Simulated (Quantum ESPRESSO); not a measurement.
# CoO (Fm-3m) in Quantum ESPRESSO: further runs

One crystal, CoO, is run at these levels: PBE+D3(BJ); tasks: single point, equation of state.

Program: Quantum ESPRESSO 7.5. These are calculated values, not measurements. Logs are shortened: lines on timing, memory, paths and dates and some standing lists are left out, and cuts for length are marked.

## (1) Starting point

The structure is cubic, space group Fm-3m (No. 225). Conventional cell: a = 4.263 Å, b = 4.263 Å, c = 4.263 Å, α = 90.00°, β = 90.00°, γ = 90.00°. Co (site symmetry m-3m) is surrounded by 6 O at 2.13 Å. O (site symmetry m-3m) has 6 Co at 2.13 Å as nearest neighbours.

## (2) Single point, PBE+D3(BJ), collinear spin, ferromagnetic start, 9.10 Å³/atom

pw.in reads:

```
&CONTROL
  calculation = 'scf'
  prefix = 'pwscf'
  outdir = './tmp'
  pseudo_dir = './pseudo'
  tprnfor = .true.
  tstress = .true.
  disk_io = 'nowf'
/
&SYSTEM
  ibrav = 0
  nat = 2
  ntyp = 2
  ecutwfc = 96
  nbnd = 21
  occupations = 'smearing'
  smearing = 'fd'
  degauss = 0.00367493
  nspin = 2
  starting_magnetization(1) = 0.1176
  starting_magnetization(2) = 0
  vdw_corr = 'grimme-d3'
  dftd3_version = 4
/
&ELECTRONS
  conv_thr = 4d-10
  electron_maxstep = 120
  mixing_beta = 0.3
/
ATOMIC_SPECIES
Co    58.9332 Co.upf
O     15.9990 O.upf
CELL_PARAMETERS angstrom
   0.0000000000    2.0879877907    2.0879877907
   2.0879877907    0.0000000000    2.0879877907
   2.0879877907    2.0879877907    0.0000000000
ATOMIC_POSITIONS crystal
Co     0.0000000000    0.0000000000    0.0000000000
O      0.5000000000    0.5000000000    0.5000000000
K_POINTS automatic
11 11 11 0 0 0
```

Potentials or basis: PseudoDojo 0.4.1 SR PBE standard.

Launch:

```bash
OMP_NUM_THREADS=1 pw.x -in pw.in > pw.out
```

pw.out:

```text
This program is part of the open-source Quantum ESPRESSO suite
     for quantum simulation of materials; please cite
[... 9 lines left out ...]
     --------------------
     sticks:   dense  smooth     PW     G-vecs:    dense   smooth      PW
     Sum         823     823    253                15593    15593    2685

     Using Slab Decomposition

     bravais-lattice index     =            0
     lattice parameter (alat)  =       5.5801  a.u.
     unit-cell volume          =     122.8600 (a.u.)^3
     number of atoms/cell      =            2
     number of atomic types    =            2
     number of electrons       =        23.00
     number of Kohn-Sham states=           21
     kinetic-energy cutoff     =      96.0000  Ry
     charge density cutoff     =     384.0000  Ry
     scf convergence threshold =      4.0E-10
     mixing beta               =       0.3000
     number of iterations used =            8  plain     mixing
     Exchange-correlation= PBE
                           (   1   4   3   4   0   0   0)

     celldm(1)=   5.580098  celldm(2)=   0.000000  celldm(3)=   0.000000
     celldm(4)=   0.000000  celldm(5)=   0.000000  celldm(6)=   0.000000

     crystal axes: (cart. coord. in units of alat)
               a(1) = (   0.000000   0.707107   0.707107 )
               a(2) = (   0.707107   0.000000   0.707107 )
               a(3) = (   0.707107   0.707107   0.000000 )

     reciprocal axes: (cart. coord. in units 2 pi/alat)
               b(1) = ( -0.707107  0.707107  0.707107 )
               b(2) = (  0.707107 -0.707107  0.707107 )
               b(3) = (  0.707107  0.707107 -0.707107 )

     PseudoPot. # 1 for Co read from file:
     Co.upf
     Pseudo is Norm-conserving + core correction, Zval = 17.0
     Generated using ONCVPSP code by D. R. Hamann
     Using radial grid of 1388 points,  6 beta functions with:
                l(1) =   0
                l(2) =   0
                l(3) =   1
                l(4) =   1
                l(5) =   2
                l(6) =   2

     PseudoPot. # 2 for O  read from file:
     O.upf
     Pseudo is Norm-conserving + core correction, Zval =  6.0
     Generated using ONCVPSP code by D. R. Hamann
     Using radial grid of  936 points,  5 beta functions with:
                l(1) =   0
                l(2) =   0
                l(3) =   1
                l(4) =   1
                l(5) =   2

     atomic species   valence    mass     pseudopotential
     Co               17.00    58.93320     Co( 1.00)
     O                 6.00    15.99900     O ( 1.00)

     Starting magnetic structure
     atomic species   magnetization
     Co              0.118
     O               0.000

     48 Sym. Ops., with inversion, found

   Cartesian axes

     site n.     atom                  positions (alat units)
         1        Co     tau(   1) = (   0.0000000   0.0000000   0.0000000  )
         2        O      tau(   2) = (   0.7071068   0.7071068   0.7071068  )

     --------------------------------------------
     DFT-D3 Dispersion Correction (3-body terms):
     --------------------------------------------
       Reference C6 values for interpolation:

         atom   Coordination number   C6
         O          0.000            31.01
         O          0.993            25.63
         O          1.989            20.74
         Co         0.000          1065.56
         Co         1.715           373.09
         Co         2.926           296.13
         Co         7.779           236.57

       Values used:

         atom   Coordination number  R0_AB[au]  C6      C8
         Co         6.109            3.243    236.57  20800.86
         O          3.985            2.345     20.74    418.58

         Molecular C6 ( Ry / a.u.^6 ) =       389.40

     number of k points=    56  Fermi-Dirac smearing, width (Ry)=  0.0037
                       cart. coord. in units 2pi/alat
        k(    1) = (   0.0000000   0.0000000   0.0000000), wk =   0.0007513
        k(    2) = (   0.0642824   0.0642824  -0.0642824), wk =   0.0060105
        k(    3) = (   0.1285649   0.1285649  -0.1285649), wk =   0.0060105
        k(    4) = (   0.1928473   0.1928473  -0.1928473), wk =   0.0060105
        k(    5) = (   0.2571297   0.2571297  -0.2571297), wk =   0.0060105
        k(    6) = (   0.3214122   0.3214122  -0.3214122), wk =   0.0060105
[... 48 lines left out ...]
        k(   55) = (  -0.0642824  -0.4499770   0.7071068), wk =   0.0180316
        k(   56) = (   0.0000000  -0.3856946   0.6428243), wk =   0.0180316

     Dense  grid:    15593 G-vectors     FFT dimensions: (  36,  36,  36)

     Generating pointlists ...
     new r_m :   0.2917 (alat units)  1.6276 (a.u.) for type    1
     new r_m :   0.2917 (alat units)  1.6276 (a.u.) for type    2

     Initial potential from superposition of free atoms

     starting charge      22.9997, renormalised to      23.0000
     Starting wfcs are   14 randomized atomic wfcs +    7 random wfcs

     Self-consistent Calculation

     iteration #  1     ecut=    96.00 Ry     beta= 0.30
     Davidson diagonalization with overlap
     ethr =  1.00E-02,  avg # of iterations =  5.6

     Threshold (ethr) on eigenvalues was too large:
     Diagonalizing with lowered threshold

     Davidson diagonalization with overlap
     ethr =  8.26E-04,  avg # of iterations =  1.2

     total energy              =    -339.05774044 Ry
     estimated scf accuracy    <       0.19063258 Ry

     total magnetization       =     2.41 Bohr mag/cell
     absolute magnetization    =     2.41 Bohr mag/cell

     iteration #  2     ecut=    96.00 Ry     beta= 0.30
     Davidson diagonalization with overlap
     ethr =  8.29E-04,  avg # of iterations =  1.4

     total energy              =    -339.07874121 Ry
     estimated scf accuracy    <       0.04977649 Ry

     total magnetization       =     2.09 Bohr mag/cell
     absolute magnetization    =     2.09 Bohr mag/cell

     iteration #  3     ecut=    96.00 Ry     beta= 0.30
     Davidson diagonalization with overlap
     ethr =  2.16E-04,  avg # of iterations =  2.0

     total energy              =    -339.08772459 Ry
     estimated scf accuracy    <       0.01969960 Ry

     total magnetization       =     2.32 Bohr mag/cell
     absolute magnetization    =     2.32 Bohr mag/cell

     iteration #  4     ecut=    96.00 Ry     beta= 0.30
     Davidson diagonalization with overlap
     ethr =  8.57E-05,  avg # of iterations =  1.5
[... 101 lines left out ...]
     total energy              =    -339.09676508 Ry
     estimated scf accuracy    <          2.8E-09 Ry

     total magnetization       =     2.90 Bohr mag/cell
     absolute magnetization    =     2.92 Bohr mag/cell

     iteration # 15     ecut=    96.00 Ry     beta= 0.30
     Davidson diagonalization with overlap
     ethr =  1.23E-11,  avg # of iterations =  1.0

     total energy              =    -339.09676508 Ry
     estimated scf accuracy    <          1.1E-09 Ry

     total magnetization       =     2.90 Bohr mag/cell
     absolute magnetization    =     2.92 Bohr mag/cell

     iteration # 16     ecut=    96.00 Ry     beta= 0.30
     Davidson diagonalization with overlap
     ethr =  4.58E-12,  avg # of iterations =  2.0

     Magnetic moment per site  (integrated on atomic sphere of radius R)
     atom   1 (R=0.292)  charge= 14.5568  magn=  2.4594
     atom   2 (R=0.292)  charge=  5.7250  magn=  0.3279

     End of self-consistent calculation

     Number of k-points >= 100: set verbosity='high' to print the bands.

     the Fermi energy is    15.4069 ev

!    total energy              =    -339.09676508 Ry
     estimated scf accuracy    <          2.0E-10 Ry
     smearing contrib. (-TS)   =      -0.00229381 Ry
     internal energy E=F+TS    =    -339.09447127 Ry

     The total energy is F=E-TS. E is the sum of the following terms:
     one-electron contribution =    -146.36788673 Ry
     hartree contribution      =      88.84021216 Ry
     xc contribution           =     -64.54238036 Ry
     ewald contribution        =    -216.99252351 Ry
     DFT-D3 Dispersion         =      -0.03189284 Ry

     total magnetization       =     2.90 Bohr mag/cell
     absolute magnetization    =     2.92 Bohr mag/cell

     convergence has been achieved in  16 iterations

     Forces acting on atoms (cartesian axes, Ry/au):

     atom    1 type  1   force =     0.00000000    0.00000000    0.00000000
     atom    2 type  2   force =     0.00000000    0.00000000    0.00000000

     Total force =     0.000000     Total SCF correction =     0.000000

     Computing stress (Cartesian axis) and pressure

          total   stress  (Ry/bohr**3)                   (kbar)     P=       63.02
   0.00042840   0.00000000  -0.00000000           63.02        0.00       -0.00
   0.00000000   0.00042840  -0.00000000            0.00       63.02       -0.00
  -0.00000000  -0.00000000   0.00042840           -0.00       -0.00       63.02

=------------------------------------------------------------------------------=
   JOB DONE.
=------------------------------------------------------------------------------=
```

It took 1.9 min on 1 thread of Arm Neoverse V1, shared host; peak memory 0.13 GiB.

Results:

| Property | Result |
| --- | --- |
| Free energy | -4613.6465 eV |
| Pressure | 6.3 GPa |
| Band gap on the k mesh | none (metal or under the smearing width) |
| Net moment | 2.90 μB per cell |
| Absolute moment | 2.92 μB per cell |
| Site moments | Co +2.46; O +0.33 μB |
| Valence electrons inside the program's atomic spheres | Co 14.56; O 5.72 |

Caveat: a cell with one magnetic atom can't hold antiferromagnetic order, which such compounds often take; semilocal functionals often make such compounds metallic where correlation or magnetic order opens a gap, which also shifts bond lengths; pairwise dispersion overbinds metals, which lowers pressure and volume.

## (3) Single point, PBE+D3(BJ), collinear spin, ferromagnetic start, 9.30 Å³/atom

Changes to pw.in since step 2:

```diff
@@ -33,5 +33,5 @@
 CELL_PARAMETERS angstrom
-   0.0000000000    2.0879877907    2.0879877907
-   2.0879877907    0.0000000000    2.0879877907
-   2.0879877907    2.0879877907    0.0000000000
+   0.0000000000    2.1026924146    2.1026924146
+   2.1026924146    0.0000000000    2.1026924146
+   2.1026924146    2.1026924146    0.0000000000
 ATOMIC_POSITIONS crystal
```

Potentials or basis: PseudoDojo 0.4.1 SR PBE standard.

Launch:

```bash
OMP_NUM_THREADS=1 pw.x -in pw.in > pw.out
```

Run time: 1.7 min. Hardware: 1 thread of Arm Neoverse V1, shared host; peak memory 0.13 GiB.

Results (log left out):

| Quantity | Value |
| --- | --- |
| Free energy | -4613.6569 eV |
| Pressure | 2.2 GPa |
| Band gap on the k mesh | none (metal or under the smearing width) |
| Net moment | 2.95 μB per cell |
| Absolute moment | 2.97 μB per cell |
| Site moments | Co +2.50; O +0.34 μB |
| Valence electrons inside the program's atomic spheres | Co 14.58; O 5.74 |

Caveat: a cell with one magnetic atom can't hold antiferromagnetic order, which such compounds often take; semilocal functionals often make such compounds metallic where correlation or magnetic order opens a gap, which also shifts bond lengths; pairwise dispersion overbinds metals, which lowers pressure and volume.

## (4) Single point, PBE+D3(BJ), collinear spin, ferromagnetic start, 9.49 Å³/atom

Changes to pw.in since step 3:

```diff
@@ -33,5 +33,5 @@
 CELL_PARAMETERS angstrom
-   0.0000000000    2.1026924146    2.1026924146
-   2.1026924146    0.0000000000    2.1026924146
-   2.1026924146    2.1026924146    0.0000000000
+   0.0000000000    2.1171941998    2.1171941998
+   2.1171941998    0.0000000000    2.1171941998
+   2.1171941998    2.1171941998    0.0000000000
 ATOMIC_POSITIONS crystal
```

Launch:

```bash
OMP_NUM_THREADS=1 pw.x -in pw.in > pw.out
```

It took 1.9 min on 1 thread of Arm Neoverse V1, shared host; peak memory 0.13 GiB.

The run converged. Its results:

```yaml
Free_energy: -4613.6588 eV
Pressure: 3.2 GPa
Band_gap_on_the_k_mesh: none (metal or under the smearing width)
Net_moment: 2.98 μB per cell
Absolute_moment: 3.00 μB per cell
Site_moments: Co +2.52; O +0.35 μB
Valence_electrons_inside_the_program's_atomic_spheres: Co 14.60; O 5.76
```

Caveat: a cell with one magnetic atom can't hold antiferromagnetic order, which such compounds often take; semilocal functionals often make such compounds metallic where correlation or magnetic order opens a gap, which also shifts bond lengths; pairwise dispersion overbinds metals, which lowers pressure and volume.

## (5) Single point, PBE+D3(BJ), collinear spin, ferromagnetic start, 9.68 Å³/atom

Changes to pw.in since step 4:

```diff
@@ -33,5 +33,5 @@
 CELL_PARAMETERS angstrom
-   0.0000000000    2.1171941998    2.1171941998
-   2.1171941998    0.0000000000    2.1171941998
-   2.1171941998    2.1171941998    0.0000000000
+   0.0000000000    2.1315000000    2.1315000000
+   2.1315000000    0.0000000000    2.1315000000
+   2.1315000000    2.1315000000    0.0000000000
 ATOMIC_POSITIONS crystal
```

Launch:

```bash
OMP_NUM_THREADS=1 pw.x -in pw.in > pw.out
```

Wall time 1.7 min (1 thread of Arm Neoverse V1, shared host); peak memory 0.13 GiB.

The run converged. Its results:

```
Free energy                                           : -4613.7147 eV
Pressure                                              : -5.5 GPa
Band gap on the k mesh                                : none (metal or under the smearing width)
Net moment                                            : 2.99 μB per cell
Absolute moment                                       : 3.01 μB per cell
Site moments                                          : Co +2.54; O +0.35 μB
Valence electrons inside the program's atomic spheres : Co 14.62; O 5.78
```

Caveat: a cell with one magnetic atom can't hold antiferromagnetic order, which such compounds often take; semilocal functionals often make such compounds metallic where correlation or magnetic order opens a gap, which also shifts bond lengths; pairwise dispersion overbinds metals, which lowers pressure and volume.

## (6) Single point, PBE+D3(BJ), collinear spin, ferromagnetic start, 9.88 Å³/atom

Changes to pw.in since step 5:

```diff
@@ -33,5 +33,5 @@
 CELL_PARAMETERS angstrom
-   0.0000000000    2.1315000000    2.1315000000
-   2.1315000000    0.0000000000    2.1315000000
-   2.1315000000    2.1315000000    0.0000000000
+   0.0000000000    2.1456163054    2.1456163054
+   2.1456163054    0.0000000000    2.1456163054
+   2.1456163054    2.1456163054    0.0000000000
 ATOMIC_POSITIONS crystal
```

Potentials or basis: PseudoDojo 0.4.1 SR PBE standard.

Launch:

```bash
OMP_NUM_THREADS=1 pw.x -in pw.in > pw.out
```

It took 97 s on 1 thread of Arm Neoverse V1, shared host; peak memory 0.13 GiB.

It converged, with:

| Item | Value |
| --- | --- |
| Free energy | -4613.6972 eV |
| Pressure | -8.9 GPa |
| Band gap on the k mesh | none (metal or under the smearing width) |
| Net moment | 3.00 μB per cell |
| Absolute moment | 3.02 μB per cell |
| Site moments | Co +2.54; O +0.35 μB |
| Valence electrons inside the program's atomic spheres | Co 14.64; O 5.79 |

Caveat: a cell with one magnetic atom can't hold antiferromagnetic order, which such compounds often take; semilocal functionals often make such compounds metallic where correlation or magnetic order opens a gap, which also shifts bond lengths; pairwise dispersion overbinds metals, which lowers pressure and volume.

## (7) Single point, PBE+D3(BJ), collinear spin, ferromagnetic start, 10.07 Å³/atom

Changes to pw.in since step 6:

```diff
@@ -33,5 +33,5 @@
 CELL_PARAMETERS angstrom
-   0.0000000000    2.1456163054    2.1456163054
-   2.1456163054    0.0000000000    2.1456163054
-   2.1456163054    2.1456163054    0.0000000000
+   0.0000000000    2.1595492692    2.1595492692
+   2.1595492692    0.0000000000    2.1595492692
+   2.1595492692    2.1595492692    0.0000000000
 ATOMIC_POSITIONS crystal
```

Launch:

```bash
OMP_NUM_THREADS=1 pw.x -in pw.in > pw.out
```

It took 98 s on 1 thread of Arm Neoverse V1, shared host; peak memory 0.13 GiB.

The run converged. Its results:

- Free energy: -4613.6722 eV
- Pressure: -11.8 GPa
- Band gap on the k mesh: none (metal or under the smearing width)
- Net moment: 3.00 μB per cell
- Absolute moment: 3.02 μB per cell
- Site moments: Co +2.55; O +0.35 μB
- Valence electrons inside the program's atomic spheres: Co 14.66; O 5.80

Caveat: a cell with one magnetic atom can't hold antiferromagnetic order, which such compounds often take; semilocal functionals often make such compounds metallic where correlation or magnetic order opens a gap, which also shifts bond lengths; pairwise dispersion overbinds metals, which lowers pressure and volume.

## (8) Single point, PBE+D3(BJ), collinear spin, ferromagnetic start, 10.27 Å³/atom

Changes to pw.in since step 7:

```diff
@@ -33,5 +33,5 @@
 CELL_PARAMETERS angstrom
-   0.0000000000    2.1595492692    2.1595492692
-   2.1595492692    0.0000000000    2.1595492692
-   2.1595492692    2.1595492692    0.0000000000
+   0.0000000000    2.1733047310    2.1733047310
+   2.1733047310    0.0000000000    2.1733047310
+   2.1733047310    2.1733047310    0.0000000000
 ATOMIC_POSITIONS crystal
```

Launch:

```bash
OMP_NUM_THREADS=1 pw.x -in pw.in > pw.out
```

Run time: 1.8 min. Hardware: 1 thread of Arm Neoverse V1, shared host; peak memory 0.14 GiB.

The run converged. Its results:

```yaml
Free_energy: -4613.6405 eV
Pressure: -14.4 GPa
Band_gap_on_the_k_mesh: none (metal or under the smearing width)
Net_moment: 3.00 μB per cell
Absolute_moment: 3.02 μB per cell
Site_moments: Co +2.56; O +0.34 μB
Valence_electrons_inside_the_program's_atomic_spheres: Co 14.68; O 5.82
```

Caveat: a cell with one magnetic atom can't hold antiferromagnetic order, which such compounds often take; semilocal functionals often make such compounds metallic where correlation or magnetic order opens a gap, which also shifts bond lengths; pairwise dispersion overbinds metals, which lowers pressure and volume.

## (9) Equation of state, PBE+D3(BJ), collinear spin, ferromagnetic start

Potentials or basis: PseudoDojo 0.4.1 SR PBE standard.

No new run: the results of the series are fitted here.

What came out:

```yaml
Equilibrium_volume: "9.84 Å³/atom (rough: see the caveat)"
Bulk_modulus: 439 GPa (rough)
```

Energy against volume, from the lowest point:
```tsv
volume (Å³/atom)	energy (meV/atom)
9.103	34.07
9.297	28.87
9.490	27.95
9.684	0.00
9.878	8.75
10.071	21.24
10.265	37.08
```

Caveat: the fit is doubtful: noisy points or a state that changes with volume; the fit of the energies and the printed pressures disagree.
